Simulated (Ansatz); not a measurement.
Runs of Ansatz 0.2.0 on InSe. The structure is trigonal, space group R3m (No. 160). The conventional cell has a = 4.000 Å, b = 4.000 Å, c = 25.320 Å, α = 90.00°, β = 90.00°, γ = 120.00°. Around In (site symmetry 3m) lie 3 Se at 2.63 Å and 1 In at 2.82 Å. In (site symmetry 3m) has 3 Se at 2.64 Å and 1 In at 2.82 Å as nearest neighbours. Se (site symmetry 3m) has 3 In at 2.63 Å as nearest neighbours. Se (site symmetry 3m) has 3 In at 2.64 Å as nearest neighbours. 

| task | level | spin | cell | k mesh | cutoff (eV) | points for each segment of the path | gap on the mesh (eV) | pressure (GPa) | relaxed volume (Å³/atom) | largest force (eV/Å) |
| --- | --- | --- | --- | --- | --- | --- | --- | --- | --- | --- |
| relaxation of cell and atoms | PBE+D3(BJ) | off | relaxed | 8 × 8 × 8 | 420 | - | - | 0.0 | 29.32 | 0.01 |
| band structure | PBEsol | SOC, no magnetisation | as given | 6 × 6 × 6 | 420 | 14 | 0.32 | (b) | - | (a) |
| relaxation of cell and atoms | revPBE+D4 | off | relaxed | 8 × 8 × 8 | 420 | - | 0.37 | 0.0 | 28.85 | - |
| relaxation of cell and atoms | PBE+D4 | off | relaxed | 8 × 8 × 8 | 420 | - | - | 0.0 | 29.21 | 0.01 |
| band structure | r2SCAN | off | as given | 8 × 8 × 8 | 500 | 14 | 0.87 | 1.1 | - | 0.24 |
| relaxation of cell and atoms | revPBE+D3(BJ) | off | relaxed | 8 × 8 × 8 | 420 | - | 0.38 | 0.0 | 28.69 | - |
| relaxation of cell and atoms | RPBE | off | relaxed | 8 × 8 × 8 | 420 | - | 1.06 | 0.0 | 39.10 | 0.01 |
| band structure | BLYP | off | as given | 8 × 8 × 8 | 420 | 14 | 0.37 | 5.7 | - | 0.44 |

Alike in all rows: potentials or basis Ansatz PAW; smearing fermi-dirac 0.05 eV.

Problem. Fill in the values left out.

Solution. (a) 0.30; (b) 0.2.

Caveats: the PAW data sets come from PBE, with cores solved anew for the run's functional, which leaves a small shift of forces and pressure (some runs); the plane-wave basis is chosen anew once the cell has moved, so the energies of steps on either side of that aren't comparable (some runs); spin-orbit coupling is left out, which moves the levels of the heavy elements (some runs); the volume moved by over 15 % at a fixed basis, so the end points are rough (some runs); the volume moved by +34 % from the deposited cell, more than functionals usually miss (some runs).

A k mesh can miss the band edges, and rows without SOC leave out spin-orbit coupling on In, Se.
